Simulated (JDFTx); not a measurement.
The system is BaS.

```
CELL_PARAMETERS angstrom
0.00000 3.19375 3.19375
3.19375 0.00000 3.19375
3.19375 3.19375 0.00000
ATOMIC_POSITIONS crystal
Ba 0.00000 0.00000 0.00000
S 0.50000 0.50000 0.50000
```

```yaml
Program: JDFTx 1.7.0 (patched build)
Task: relaxation of cell and atoms
Functional: RPBE
Dispersion: D3(BJ)
Potentials_or_basis: PseudoDojo-SR-PBE-0.5-standard with smoothed tails
Cutoff: 707 eV
Density_cutoff: 5660 eV
k_mesh: 7 × 7 × 7
Occupations: fermi-dirac, width 0.05 eV
Spin: no spin polarisation
```

At the start: pressure -10.9 GPa; volume 32.58 Å³/atom.

Q: Where does the relaxation end?

A: Over 7 steps the energy falls by 287.0 meV/atom and the volume is 25.85 Å³/atom (-20.7 %); space group Fm-3m (No. 225, to 0.05 Å).

The path:
| step | energy change (eV) | largest force (eV/Å) | pressure (GPa) | volume (Å³) |
| --- | --- | --- | --- | --- |
| 1 | 0.0000 | 0.0000 | -10.95 | 65.15 |
| 2 | -0.2408 | 0.0000 | -9.36 | 61.38 |
| 3 | -0.4825 | 0.0000 | 7.87 | 47.68 |
| 4 | -0.5723 | 0.0000 | -0.90 | 52.29 |
| 5 | -0.5739 | 0.0000 | -0.10 | 51.76 |
| 6 | -0.5740 | 0.0000 | 0.00 | 51.70 |
| 7 | -0.5740 | 0.0000 | 0.00 | 51.69 |

Final structure:
```
Ba S
1.0
     0.00000    2.95667    2.95667
     2.95667    0.00000    2.95667
     2.95667    2.95667    0.00000
Ba S
1 1
Direct
  0.00000 0.00000 0.00000
  0.50000 0.50000 0.50000
```

Caveat: the volume moved by over 15 % at a fixed basis, so the end points are rough; the plane waves are those of the starting cell, so after so large a change of volume the result is rough; the potentials were made for another functional, which shifts forces and pressure; the volume moved by -21 % from the deposited cell, more than functionals usually miss.
